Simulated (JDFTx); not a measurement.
GaP under changes of volume

One of the cells (20.240 Å³/atom); the others are scaled copies at fixed shape and fractional positions:

```
Ga P
1.0
     0.00000    2.72525    2.72525
     2.72525    0.00000    2.72525
     2.72525    2.72525    0.00000
Ga P
1 1
Direct
  0.00000 0.00000 0.00000
  0.75000 0.75000 0.75000
```

* Program: JDFTx 1.7.0 (patched build)
* Functional: PBEsol
* Potentials or basis: PseudoDojo-SR-PBEsol-0.4.1-standard
* Cutoff: 1088 eV
* Density cutoff: 8708 eV
* k mesh: 8 × 8 × 8
* Occupations: fermi-dirac, width 0.05 eV
* Spin: no spin polarisation

```csv
volume (Å³/atom),energy over the lowest point (meV/atom),pressure (GPa),gap on the mesh (eV)
19.026,17.24,5.3,1.38
19.431,6.48,3.2,1.43
19.836,0.91,1.2,1.48
20.240,0.00,-0.5,1.52
20.645,?,?,?
21.050,10.26,-3.5,1.42
21.455,20.60,-4.7,1.27
```

Problem. What does the run at 20.645 Å³/atom give?

Solution. Energy over the lowest point 3.26 meV/atom; pressure -2.1 GPa; gap on the mesh 1.52 eV.

Worked out: A Birch-Murnaghan fit of order 3 (a polynomial in V^(-2/3)) to the other rows has its minimum at 20.12 Å³/atom with B0 = V·E''(V) = 85 GPa and B' = 4.5. It gives 3.26 meV/atom at 20.645 Å³/atom, against the run's 3.26, and -dE/dV = -2.1 GPa, against -2.1. A parabola through the other rows of the gap, of slope -2.75 eV per unit of ln V there, gives 1.47 eV, against the run's 1.52.

Energies are extrapolated to zero smearing.

A mesh can miss the band edges. Spin-orbit coupling on Ga is left out.
